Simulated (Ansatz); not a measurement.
Molecular dynamics of CaF2

Input:

```yaml
crystal:
  lattice:
    - [5.409261, 0.0, 0.0]
    - [0.0, 5.409261, 0.0]
    - [0.0, 0.0, 5.409261]
  atoms:
    - { symbol: Ca, position: [0.0, 0.0, 0.0] }
    - { symbol: F, position: [0.25, 0.25, 0.25] }
    - { symbol: F, position: [0.75, 0.75, 0.75] }
    - { symbol: Ca, position: [0.5, 0.5, 0.0] }
    - { symbol: F, position: [0.75, 0.75, 0.25] }
    - { symbol: F, position: [0.25, 0.25, 0.75] }
    - { symbol: Ca, position: [0.5, 0.0, 0.5] }
    - { symbol: F, position: [0.75, 0.25, 0.75] }
    - { symbol: F, position: [0.25, 0.75, 0.25] }
    - { symbol: Ca, position: [0.0, 0.5, 0.5] }
    - { symbol: F, position: [0.25, 0.75, 0.75] }
    - { symbol: F, position: [0.75, 0.25, 0.25] }
basis:
  ecutwfc: 420.0
kpoints:
  mp_grid: { grid: [2, 2, 2] }
hamiltonian:
  xc: pbe
  pseudopotentials: { kind: paw, azcp: { folder: soft_1 } }
scf:
  occupations: { method: fermi_dirac, width: 0.17 }
  lower_state_search: "off"
md:
  timestep: 2
  n_steps: 250
  ensemble: nvt_langevin
  temperature: 2000.0
  initial_velocities: maxwell_boltzmann
  seed: 978080
  friction: 0.02
```

Launched with:

```bash
$ ansatz run input.yaml --threads 1 --pin off --max-ram 3072MiB --backend cpu --events-out ev --progress --plain --runs-dir out
```

It starts from a structure without forces on its atoms.

Output, in part (step lines):

```
md step     0: t =     0.00 fs  T =  1833.3 K  F+E_penalty+E_count = -13759.13056345 eV  E_kin = 2.843720 eV  (10 SCF iters)
md step     1: t =     2.00 fs  T =  1531.4 K  F+E_penalty+E_count = -13759.10391613 eV  E_kin = 2.375421 eV  (8 SCF iters)
md step     2: t =     4.00 fs  T =  1636.4 K  F+E_penalty+E_count = -13759.02669532 eV  E_kin = 2.538202 eV  (8 SCF iters)
md step     3: t =     6.00 fs  T =  1591.5 K  F+E_penalty+E_count = -13758.88864418 eV  E_kin = 2.468580 eV  (8 SCF iters)
md step     4: t =     8.00 fs  T =  1405.3 K  F+E_penalty+E_count = -13758.69476458 eV  E_kin = 2.179779 eV  (8 SCF iters)
md step     5: t =    10.00 fs  T =  1242.1 K  F+E_penalty+E_count = -13758.47352978 eV  E_kin = 1.926599 eV  (6 SCF iters)
md step     6: t =    12.00 fs  T =  1133.3 K  F+E_penalty+E_count = -13758.24671628 eV  E_kin = 1.757927 eV  (7 SCF iters)
md step     7: t =    14.00 fs  T =  1228.5 K  F+E_penalty+E_count = -13758.01369095 eV  E_kin = 1.905581 eV  (7 SCF iters)
[... lines left out ...]
md step   249: t =   498.00 fs  T =  2225.5 K  F+E_penalty+E_count = -13755.73426550 eV  E_kin = 3.452086 eV  (7 SCF iters)
md step   250: t =   500.00 fs  T =  2107.1 K  F+E_penalty+E_count = -13755.67659376 eV  E_kin = 3.268331 eV  (8 SCF iters)
```

The steps, from the saved trajectory:

```csv
time (fs),T (K),potential energy less start (eV)
0.0,1833,0.000
16.0,933,1.320
32.0,1340,1.753
48.0,1391,1.933
64.0,1700,2.657
80.0,1564,2.366
96.0,1480,2.002
112.0,1514,2.233
128.0,1670,2.861
144.0,1812,1.925
160.0,2026,1.886
176.0,1441,2.741
192.0,1877,2.236
208.0,1840,3.158
224.0,2599,2.812
240.0,1986,2.670
256.0,2770,2.284
272.0,1911,3.023
288.0,1046,2.970
304.0,1824,2.491
320.0,1850,2.757
336.0,2411,3.238
352.0,2518,3.419
368.0,2212,4.355
384.0,2164,4.093
400.0,1765,4.832
416.0,1901,4.339
432.0,2059,4.293
448.0,2161,4.986
464.0,1099,4.359
480.0,1638,4.198
496.0,1915,3.400
```

All steps were run. A run of 0.5 ps of so small a system gives no equilibrium averages. Limits of this set-up: coarse k mesh.

Mean squared displacements from the first frame to the last, about the centre of mass: Ca 0.10 Å², F 1.01 Å².

Last frame:

```xyz
12
Lattice="5.4093 0.0000 0.0000 0.0000 5.4093 0.0000 0.0000 0.0000 5.4093" Properties=species:S:1:pos:R:3
Ca 0.772 0.708 0.897
F 1.689 1.700 2.489
F 5.005 5.236 4.481
Ca 3.193 3.114 1.139
F 5.969 3.928 1.633
F 2.138 1.870 5.095
Ca 3.385 0.664 3.755
F 4.623 2.361 5.385
F 3.764 3.949 2.892
Ca 0.398 3.491 3.786
F 1.821 4.734 4.710
F 4.264 1.209 2.049
```

Time of the run: 14 min on 1 thread of Arm Neoverse V2, with other jobs on the host, peak memory 0.47 GiB.
